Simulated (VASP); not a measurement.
# KF in VASP 6.6.1, single-point calculation

INCAR

```
PREC = Accurate
LASPH = .TRUE.
GGA = PE
NELM = 120
ISPIN = 2
ISMEAR = -1
LCHARG = .FALSE.
NSW = 0
ISIF = 2
LREAL = .FALSE.
SIGMA = 0.02
IBRION = -1
NBANDS = 9
EDIFF = 1E-7
LWAVE = .FALSE.
MAGMOM = -3 3
ENCUT = 520
```

KPOINTS

```
KPOINTS created by Atomic Simulation Environment
0
Gamma
8 8 8
0 0 0
```

POSCAR

```
K  F
 1.0000000000000000
     0.0708899445000000    2.9354014298000002    2.9354014298000002
     2.9354014298000002    0.0708899445000000    2.9354014298000002
     3.0062913742999999    3.0062913742999999    0.0000000000000000
 K   F
   1   1
Cartesian
  0.0000000000000000  0.0000000000000000  0.0315958162261316
  1.5031456871499997  1.5031456871499997  1.4361048986738683
```

The recommended PBE PAW datasets give the neutral cell 16 valence electrons.

Command

```
mpirun -np 1 vasp_std
```

OSZICAR

```
N       E                     dE             d eps       ncg     rms          rms(c)
DAV:   1     0.133945606323E+03    0.13395E+03   -0.82978E+03  3420   0.165E+03
DAV:   2     0.163727639991E+01   -0.13231E+03   -0.12626E+03  5150   0.383E+02
DAV:   3    -0.407636677468E+01   -0.57136E+01   -0.56269E+01  3767   0.840E+01
DAV:   4    -0.422945467254E+01   -0.15309E+00   -0.15263E+00  5364   0.110E+01
DAV:   5    -0.423252669200E+01   -0.30720E-02   -0.30699E-02  3849   0.131E+00    0.251E+01
DAV:   6    -0.775968688302E+01   -0.35272E+01   -0.10463E+01  3903   0.442E+01    0.813E+00
DAV:   7    -0.810682957973E+01   -0.34714E+00   -0.10502E+00  3514   0.118E+01    0.371E+00
DAV:   8    -0.810743049717E+01   -0.60092E-03   -0.45921E-02  4519   0.256E+00    0.184E+00
DAV:   9    -0.810857679972E+01   -0.11463E-02   -0.29448E-02  3475   0.245E+00    0.389E-01
DAV:  10    -0.811683378910E+01   -0.82570E-02   -0.94426E-03  3630   0.117E+00    0.171E-01
DAV:  11    -0.811838976129E+01   -0.15560E-02   -0.11743E-03  4157   0.439E-01    0.904E-02
DAV:  12    -0.811901632657E+01   -0.62657E-03   -0.62878E-04  3433   0.354E-01    0.230E-02
DAV:  13    -0.811894138357E+01    0.74943E-04   -0.11736E-04  3435   0.135E-01    0.858E-03
DAV:  14    -0.811894382000E+01   -0.24364E-05   -0.12259E-05  3799   0.477E-02    0.361E-03
DAV:  15    -0.811894448931E+01   -0.66931E-06   -0.35465E-06  3478   0.308E-02    0.136E-03
DAV:  16    -0.811894458939E+01   -0.10008E-06   -0.11267E-06  3444   0.186E-02    0.583E-04
DAV:  17    -0.811894438113E+01    0.20826E-06   -0.37009E-07  3423   0.108E-02    0.305E-04
DAV:  18    -0.811894434526E+01    0.35867E-07   -0.53485E-08  2019   0.387E-03
   1 F= -.81189443E+01 E0= -.81189443E+01  d E =-.649722E-11  mag=     0.0000
```

Standard output (part)

```
POSCAR found type information on POSCAR K F
 POSCAR found :  2 types and       2 ions
 LDA part: xc-table for (Slater+PW92), standard interpolation
 POSCAR, INCAR and KPOINTS ok, starting setup
 WAVECAR not read
 entering main loop
```

It converged. Results: pressure 0.9 GPa; magnetic moment of the cell 0.00 μB.

For comparison, a separate PBE run of the intended cell, on usual settings and not on those above, gives a gap of 5.15 eV on its mesh and a pressure of 0.9 GPa.

The run above took about 88 s on one core of a shared host (Intel Xeon Platinum 8488C) and held 0.25 GiB at most.
